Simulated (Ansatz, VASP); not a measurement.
## Ir: VASP beside Ansatz

POSCAR

```
Ir
1.0
    0.0000000000      1.9228496764      1.9228496764
    1.9228496764      0.0000000000      1.9228496764
    1.9228496764      1.9228496764      0.0000000000
Ir
1
Direct
    0.0000000000      0.0000000000      0.0000000000
```

File INCAR.step1:

```
SYSTEM = Ir
PREC = Accurate ; ENCUT = 520
ISMEAR = 0 ; SIGMA = 0.3
LREAL = .FALSE. ; LASPH = .TRUE.
NELM = 100 ; NBANDS = 10
GGA = PE ; ALGO = Normal
EDIFF = 1E-4 ; LWAVE = .TRUE.
LCHARG = .FALSE.
```

File INCAR.step2:

```
SYSTEM = Ir
PREC = Accurate ; ENCUT = 520
EDIFF = 1E-6 ; ISMEAR = 0
SIGMA = 0.3 ; LREAL = .FALSE.
LASPH = .TRUE. ; NELM = 100
ALGO = Normal ; ISIF = 2
LWAVE = .FALSE. ; LCHARG = .TRUE.
METAGGA = R2SCAN ; LMIXTAU = .TRUE.
LELF = .TRUE. ; LVHAR = .TRUE.
NBANDS = 10 ; ISTART = 1
```

File KPOINTS:

```
Automatic mesh
0
G
  14 14 14
  0 0 0
```

Input for Ansatz:

```yaml
crystal:
  lattice:
    - [0.0, 1.9228496764, 1.9228496764]
    - [1.9228496764, 0.0, 1.9228496764]
    - [1.9228496764, 1.9228496764, 0.0]
  atoms:
    - { symbol: Ir, position: [0.0, 0.0, 0.0] }
hamiltonian:
  xc: r2scan
  pseudopotentials:
    kind: paw
    azcp:
      Ir: "pseudopotentials/Ir.paw.azcp"
basis:
  ecutwfc: 500
  fft_grid_basis: typed
kpoints:
  mp_grid: { grid: [14, 14, 14], shift: [0, 0, 0] }
magnetization:
  spin_polarized: false
scf:
  occupations: { method: gaussian, width: 0.3 }
  lower_state_search: "off"
output:
  stress: true
```

Alike in both runs: task single point; functional r2SCAN; k mesh 14 × 14 × 14; occupations gaussian, width 0.3 eV; no spin polarisation.

|  | VASP | Ansatz |
| --- | --- | --- |
| version | VASP 6.6.1 | Ansatz 0.2.0 |
| potentials or method | VASP PAW PBE potentials, release 64 (Ir) | plane waves (500 eV) with PAW, scalar-relativistic |
| plane-wave cutoff (eV) | 520 | 500 |
| valence electrons in the cell | 9 | 17 |

Ansatz gave:

* pressure (GPa): 0.0

Task: Estimate VASP's values.

Result: Pressure (GPa): 2.5.

The two sets of potentials don't hold the same shells in valence.

Caveats: the PAW data sets were made with another functional, which shifts forces and pressure a little (VASP). Spin-orbit coupling is left out, which matters for the levels of Ir.
